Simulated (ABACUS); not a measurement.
## Zr in ABACUS: convergence with scf thr

Input of the first run (scf thr 0.01); the others differ in this setting and in those tied to it:

Contents of INPUT:

```
INPUT_PARAMETERS
suffix              Zr
calculation         scf
basis_type          lcao
pseudo_dir          ./
orbital_dir         ./
symmetry            1
dft_functional      pbe
ecutwfc             100
pseudo_rcut         10
nspin               1
nbands              16
ks_solver           genelpa
smearing_method     fd
smearing_sigma      0.00734986
scf_thr             0.01
scf_nmax            100
mixing_type         broyden
mixing_beta         0.7
cal_force           1
cal_stress          1
out_mul             1
```

File STRU:

```
ATOMIC_SPECIES
Zr 91.2240 Zr.upf

NUMERICAL_ORBITAL
Zr_confined-atom_8au_3s2p2d1f.orb

LATTICE_CONSTANT
1.8897261246

LATTICE_VECTORS
3.2320000000 0.0000000000 0.0000000000
-1.6160000000 2.7989941050 0.0000000000
0.0000000000 0.0000000000 5.1470000000

ATOMIC_POSITIONS
Direct

Zr
0.0
2
0.6666666667 0.3333333333 0.7500000000 1 1 1
0.3333333333 0.6666666667 0.2500000000 1 1 1
```

The input KPT:

```
K_POINTS
0
Gamma
8 8 5 0 0 0
```

Potentials or basis: PseudoDojo NC SR 0.5 PBE standard, DZP LCAO (the cutoffs set its grid).

The run is started by

```sh
$ OMP_NUM_THREADS=1 mpirun -np 4 abacus > log
```

Hardware: 4 MPI ranks on AMD EPYC 9R45 96-Core Processor (Zen 5) (shared host).

```csv
scf thr,"energy less the tightest run, at zero smearing (meV/atom)",pressure (GPa),SCF cycles,CPU time (s)
0.01,0.09,0.95,2,8.9
0.001,0.00,0.87,4,12
0.0001,0.00,0.87,5,14
1e-05,0.00,0.87,5,14
1e-06,0.00,0.87,7,17
1e-07,0.00,0.87,7,19
1e-08,0.00,0.87,9,22
1e-10,0.00,0.87,10,24
```

Against the tightest run, the energy stays within 1 meV/atom from 0.01 on; the pressure stays within 0.1 GPa from 0.01 on. The tightest run that finished is the yardstick and may itself not be fully converged.

Caveat, for the tightest run too: the atomic orbitals were generated for these runs and aren't a published set; the basis of atomic orbitals isn't converged, which shifts pressures, moduli and gaps.
